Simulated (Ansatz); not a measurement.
**Al2Au under changes of volume**

One of the cells (18.000 Å³/atom); the others are scaled copies at fixed shape and fractional positions:

```
Au Al
1.0
     0.00000    3.00000    3.00000
     3.00000    0.00000    3.00000
     3.00000    3.00000    0.00000
Au Al
1 2
Direct
  0.00000 0.00000 0.00000
  0.75000 0.75000 0.75000
  0.25000 0.25000 0.25000
```

| Property | Result |
| --- | --- |
| Program | Ansatz 0.2.0 |
| Functional | LDA |
| Potentials or basis | Ansatz PAW |
| Cutoff | 420 eV (not typed: the program's choice for these potentials) |
| k mesh | 8 × 8 × 8 |
| Occupations | fermi-dirac, width 0.05 eV |
| Spin | no spin polarisation |

| volume (Å³/atom) | energy over the lowest point (meV/atom) | pressure (GPa) |
| --- | --- | --- |
| 16.920 | ? | ? |
| 17.280 | 1.92 | 2.2 |
| 17.640 | 0.00 | -0.4 |
| 18.000 | 3.55 | -2.6 |
| 18.360 | 11.88 | -4.7 |
| 18.720 | 24.44 | -6.5 |
| 19.080 | 40.75 | -8.0 |

Problem. What does the run at 16.920 Å³/atom give?

Solution. Energy over the lowest point 10.00 meV/atom; pressure 5.1 GPa.

Worked out: A Birch-Murnaghan fit of order 3 (a polynomial in V^(-2/3)) to the other rows has its minimum at 17.58 Å³/atom with B0 = V·E''(V) = 121 GPa and B' = 5.1. It gives 10.00 meV/atom at 16.920 Å³/atom, against the run's 10.00, and -dE/dV = 5.1 GPa, against 5.1.

Energies are extrapolated to zero smearing.

Caveats: the PAW data sets come from PBE, with cores solved anew for the run's functional, which leaves a small shift of forces and pressure.
